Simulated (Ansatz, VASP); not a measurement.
# Zn36HO36 (bond-centred H+ along c in ZnO) in two plane-wave programs

One calculation is typed for both programs; each brings its own data sets. How far apart do they land? The cell is taken from a series of runs on this material, whose earlier steps may have relaxed, scaled, displaced or heated it; both programs get it as it stands.

Calculated with Ansatz 0.2.0; plane waves, with VASP 6.6.1 beside it; single point at r2SCAN.

## Step 1: Set-up

The cell holds 73 atoms: 36 Zn, 36 O and 1 H. Cell: a = 9.706 Å, b = 9.706 Å, c = 10.422 Å, α = 90.0°, β = 90.0°, γ = 120.0°. It derives from ZnO (ZnO (P6_3mc)). Nearest the centre at fractional (0.444, 0.556, 0.369): H73 at 0.16 Å, O54 at 0.98 Å, Zn17 at 2.05 Å, Zn24 at 2.47 Å, Zn20 at 2.47 Å, Zn8 at 2.48 Å, O53 at 2.69 Å, O41 at 2.69 Å. The cell carries charge +1.

## Step 2: VASP: single point, r2SCAN

A single point gives forces, pressure and levels at one fixed geometry, so differences don't come from the geometry; what else differs is listed under the comparison.

Lines of VASP's logs that name or quote its potential files are left out, and so is its time.

INCAR reads:

```
SYSTEM = Zn36HO36
PREC = Accurate
ENCUT = 580
EDIFF = 1E-06
NELM = 120
ISMEAR = -1
SIGMA = 0.01
LREAL = Auto
ALGO = Normal
METAGGA = R2SCAN
LASPH = .TRUE.
NELECT = 648
NBANDS = 376
LORBIT = 11
LWAVE = .FALSE.
LCHARG = .FALSE.
ISIF = 2
ISYM = 0
GGA_COMPAT = .FALSE.
EFERMI = MIDGAP
LMIXTAU = .TRUE.
NCORE = 2
```

POSCAR reads:

```
Zn36HO36
1.0
    9.7058587916      0.0000000000      0.0000000000
   -4.8529293958      8.4055202790      0.0000000000
    0.0000000000      0.0000000000     10.4220577674
Zn O H
36 36 1
Direct
    0.1107876610      0.2219665063      0.2504428057
    0.2214872533      0.1091655505      0.0010132694
    0.1087565186      0.2182860433      0.7494918011
    0.2217686356      0.1097970034      0.4991846989
    0.1108709016      0.5562282690      0.2504243560
    0.2085104321      0.4373159600      0.9910037072
    0.1087719777      0.5578906215      0.7494436197
    0.2082336540      0.4371379283      0.5103846447
    0.1108071613      0.8890981878      0.2491374629
    0.2215225630      0.7784546117      0.0010024951
    0.1107803554      0.8890688364      0.7498812137
    0.2218194032      0.7780327592      0.4991205131
    0.4436072971      0.2219893013      0.2503848661
    0.5564399538      0.1113415852      0.0015765868
    0.4419859962      0.2183798542      0.7493938474
    0.5559562587      0.1110727893      0.4985609408
    0.4443704137      0.5559752086      0.1720711878
    0.5625890970      0.4373514767      0.9910692720
    0.4441199311      0.5557442875      0.7578087911
    0.5625054272      0.4373517292      0.5101730376
    0.4436805288      0.8891527658      0.2503882965
    0.5626709303      0.7915452411      0.9908842339
    0.4419964419      0.8910964460      0.7493601729
    0.5625341624      0.7912910774      0.5101610643
    0.7774395843      0.2225008788      0.2497383467
    0.8885852298      0.1113267349      0.0016067653
    0.7774037498      0.2224717423      0.7498915534
    0.8887251567      0.1110533554      0.4986399684
    0.7779537624      0.5563042034      0.2503940204
    0.8886622159      0.4435241883      0.0016087269
    0.7814930530      0.5578899442      0.7494053585
    0.8887488940      0.4438899098      0.4985827576
    0.7780035411      0.8892019646      0.2504515282
    0.8907457745      0.7784389693      0.0010090024
    0.7815181548      0.8910831083      0.7493871809
    0.8900787532      0.7780843561      0.4991734284
    0.2222410640      0.1118750257      0.1903933128
    0.1119721717      0.2231523460      0.4402690617
    0.2215591817      0.1105546174      0.6884852310
    0.1090221955      0.2177123307      0.9387958564
    0.2180727152      0.4425607158      0.1856338260
    0.1120308970      0.5550692054      0.4402088226
    0.2224864362      0.4448490510      0.6977468388
    0.1091359349      0.5576441681      0.9387315666
    0.2222894219      0.7776122381      0.1904083973
    0.1111607703      0.8887044755      0.4386341350
    0.2215969421      0.7782609813      0.6884110261
    0.1111789534      0.8887359515      0.9393632496
    0.5550319383      0.1112072356      0.1908351788
    0.4446875341      0.2232669736      0.4401655541
    0.5560183667      0.1116876912      0.6881084077
    0.4422193138      0.2177523476      0.9386623508
    0.5573079899      0.4426591004      0.1855485857
    0.4442170796      0.5553167182      0.4627547174
    0.5549885997      0.4449165464      0.6974806959
    0.4445641367      0.5554832430      0.9535019645
    0.5575135437      0.7822122550      0.1854929082
    0.4447618429      0.8878041052      0.4401646071
    0.5549879969      0.7773413344      0.6976040174
    0.4422891658      0.8908810030      0.9386545277
    0.8887900799      0.1112302344      0.1908642239
    0.7777855500      0.2220646648      0.4392729231
    0.8882358093      0.1116620175      0.6882032554
    0.7778340900      0.2221278984      0.9399434570
    0.8888124766      0.4449252922      0.1908684003
    0.7765769353      0.5551525480      0.4401786100
    0.8882252759      0.4438791463      0.6881299203
    0.7822088272      0.5576827362      0.9386849809
    0.8880286627      0.7776782401      0.1903922739
    0.7766520559      0.8878193872      0.4402639277
    0.8893220156      0.7783053970      0.6884684393
    0.7822867206      0.8909505366      0.9387030196
    0.4435601274      0.5550129216      0.3842426784
```

KPOINTS reads:

```
Points of the shifted mesh
1
Reciprocal
 0.2500000000  0.2500000000  0.2500000000 1
```

Potentials, in the order of the species: Zn, O and H (PBE family, release 64).

Started as:

```sh
$ mpirun -np 8 vasp_std
```

Numbers of over 12 decimals in the logs are rounded to 6 here.

Log:

```text
[banner, memory and clock lines left out]
running    8 mpi-ranks, on    1 nodes
[...]
|                                                                             |
|               ----> ADVICE to this user running VASP <----                  |
|                                                                             |
|     You enforced a specific xc type in the INCAR file but a different       |
|     [... a line on the potential file left out ...]
|     I HOPE YOU KNOW WHAT YOU ARE DOING!                                     |
|                                                                             |

 LDA part: xc-table for (None), standard interpolation
 POSCAR, INCAR and KPOINTS ok, starting setup
[...]
entering main loop
       N       E                     dE             d eps       ncg     rms          rms(c)
DAV:   1     0.101584348667E+05    0.10158E+05   -0.29912E+05   752   0.278E+03
DAV:   2     0.189706659682E+04   -0.82614E+04   -0.79301E+04   752   0.786E+02
DAV:   3    -0.481502607326E+03   -0.23786E+04   -0.22475E+04   776   0.319E+02
DAV:   4    -0.829203375013E+03   -0.34770E+03   -0.34232E+03   832   0.128E+02
DAV:   5    -0.842297693431E+03   -0.13094E+02   -0.13003E+02   824   0.255E+01BRMIX: very serious problems
 the old and the new charge density differ
 old charge density:   649.00000 new  648.00001
    0.617E+01
DAV:   6    -0.725124032945E+03    0.11717E+03   -0.13082E+02  1168   0.706E+01    0.391E+01
DAV:   7    -0.661110622461E+03    0.64013E+02   -0.71535E+01   784   0.195E+01    0.237E+01
DAV:   8    -0.716556644015E+03   -0.55446E+02   -0.35838E+01   936   0.500E+01    0.108E+01
DAV:   9    -0.650868243140E+03    0.65688E+02   -0.18550E+01   912   0.353E+01    0.452E+00
[...]
DAV:  41    -0.658659044713E+03    0.23422E-04   -0.33591E-05   776   0.153E-02    0.133E-01
DAV:  42    -0.658659029689E+03    0.15025E-04   -0.70744E-07   416   0.316E-03    0.131E-01
DAV:  43    -0.658659029632E+03    0.56563E-07   -0.27850E-06   520   0.107E-02
   1 F= -.65865903E+03 E0= -.65865903E+03  d E =0.000000E+00
```

From OUTCAR (step 2):

```text
  FREE ENERGIE OF THE ION-ELECTRON SYSTEM (eV)
  ---------------------------------------------------
  free  energy   TOTEN  =      -658.6590296321 eV

  energy  without entropy=     -658.6590296321  energy(sigma->0) =     -658.65902963

[... 1 further part left out ...]
```

The cell is charged against a uniform background.

The run ends at a pressure of 1.58 GPa, with forces up to 13 eV/Å.

(Continued in part 2 of 2.)

[Lines on the potential files, build, host, timing and source positions are cut from VASP's logs without a mark.]

[Logs are printed without paths, hosts, clocks, repeated set-up lines and the standing remarks that a program may print on its own settings, such as how far it seeks lower states.]

[Hosts, paths, dates, database ids (printed as entryN), source tags and the programs' standing remarks are cut or masked in the printed files.]
